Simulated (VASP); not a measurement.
Here is a VASP 6.6.1 calculation.

The input INCAR:

```
SYSTEM = LiH
ALGO     = Normal         ! electronic algorithm
DIPOL    = 0.5 0.5 0.500
EDIFF    = 1E-6           ! SCF threshold, eV
ENCUT    = 520            ! plane-wave cutoff, eV
GGA      = CA             ! functional
IDIPOL   = 3            
ISIF     = 2              ! what is computed and relaxed
ISMEAR   = 0              ! smearing method
LASPH    = .TRUE.         ! aspherical terms in the spheres
LCHARG   = .FALSE.        ! write CHGCAR
LDIPOL   = .TRUE.       
LREAL    = .FALSE.        ! projectors in reciprocal space
LWAVE    = .FALSE.        ! write WAVECAR
NBANDS   = 12             ! bands
NELM     = 100            ! most SCF steps
PREC     = Accurate       ! precision mode
SIGMA    = 0.1            ! smearing width, eV
```

Contents of KPOINTS:

```
k-points
0
G
  6 6 1
  0 0 0
```

The input POSCAR:

```
LiH
1.0
    2.8803994732      0.0000000000      0.0000000000
    1.4401997366      2.4944991168      0.0000000000
    0.0000000000      0.0000000000     22.5277544823
Li H
2 2
Direct
    0.0000000000      0.0000000000      0.4217020390
    0.6666666667      0.6666666667      0.5260993203
    0.3333333333      0.3333333333      0.4739006797
    1.0000000000      1.0000000000      0.5782979610
```

Potentials or basis: VASP PAW LDA potentials, release 64 (Li_sv, H).

Launch:

```sh
$ cat potpaw_LDA.64/Li_sv/POTCAR potpaw_LDA.64/H/POTCAR > POTCAR
$ mpirun -np 1 vasp_std > vasp.out
```

Q: Estimate the band gap on the k mesh.

A: None (metal or under the smearing width).

Q: Estimate the largest force.

A: 0.959 eV/Å.

Forces on the atoms (eV/Å):
```
Li   0.000  0.000  0.744
Li   0.000  0.000  0.959
H    0.000  0.000 -0.895
H    0.000  0.000 -0.807
```

Caveat: the k mesh is coarse (spacing up to 0.42 Å⁻¹), so the values aren't converged.
